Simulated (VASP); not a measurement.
# VASP 6.6.1 run: BN

INCAR

```
SIGMA = 0.01
EDIFF = 1E-7
LREAL = .FALSE.
NSW = 0
NELM = 85
LCHARG = .FALSE.
ISIF = 2
NBANDS = 11
ENCUT = 520
GGA = PE
LWAVE = .FALSE.
PREC = Accurate
ISMEAR = -5
IBRION = -1
LASPH = .TRUE.
```

KPOINTS

```
KPOINTS created by Atomic Simulation Environment
0
Gamma
12 12 12
0 0 0
```

POSCAR

```
B  N
 1.0000000000000000
     1.2501241103790561    0.7217594916313509    3.2533303711975869
    -1.2501241103790561    0.7217594916313509    3.2533303711975869
     0.0000000000000000   -1.4435189833120179    3.2533303711866459
 B   N
   1   1
Cartesian
  0.0000000000000001 -0.0000000000493008  9.7569467995754895
  0.0000000000000000 -0.0000000000164097  3.2475874398676758
```

The recommended PBE PAW datasets give the neutral cell 8 valence electrons.

Command

```
mpirun -np 1 vasp_std
```

Predict the outcome of this run.

It converged. Results: gap between bands v and c on the k mesh 4.22 eV; least direct gap on the k mesh 4.71 eV; pressure 4.7 GPa. Band v is the last that the valence electrons fill when counted band by band, and c is the next.

OSZICAR

```
N       E                     dE             d eps       ncg     rms          rms(c)
DAV:   1     0.140122229545E+02    0.14012E+02   -0.46816E+03  4190   0.687E+02
DAV:   2    -0.185489016996E+02   -0.32561E+02   -0.31774E+02  4963   0.163E+02
DAV:   3    -0.193446230497E+02   -0.79572E+00   -0.79441E+00  5106   0.234E+01
DAV:   4    -0.193469017128E+02   -0.22787E-02   -0.22786E-02  4571   0.137E+00
DAV:   5    -0.193469102866E+02   -0.85738E-05   -0.85737E-05  5094   0.763E-02    0.799E+00
DAV:   6    -0.177553470805E+02    0.15916E+01   -0.51912E+00  4696   0.127E+01    0.365E+00
DAV:   7    -0.176044708267E+02    0.15088E+00   -0.24256E-01  4929   0.370E+00    0.223E+00
DAV:   8    -0.175674309573E+02    0.37040E-01   -0.11139E-01  5024   0.207E+00    0.260E-01
DAV:   9    -0.175677242191E+02   -0.29326E-03   -0.25713E-03  4596   0.417E-01    0.139E-01
DAV:  10    -0.175680762540E+02   -0.35203E-03   -0.48672E-04  4689   0.161E-01    0.240E-02
DAV:  11    -0.175680986981E+02   -0.22444E-04   -0.46929E-05  4989   0.468E-02    0.206E-02
DAV:  12    -0.175680980238E+02    0.67431E-06   -0.88380E-06  4641   0.198E-02    0.173E-03
DAV:  13    -0.175680981497E+02   -0.12588E-06   -0.34832E-07  4965   0.519E-03    0.582E-04
DAV:  14    -0.175680981628E+02   -0.13160E-07   -0.18323E-08  4340   0.939E-04
   1 F= -.17568098E+02 E0= -.17568098E+02  d E =0.000000E+00
```

For comparison, a separate PBE run of the intended cell, on usual settings and not on those above, gives a gap of 4.22 eV on its mesh and a pressure of 4.7 GPa.
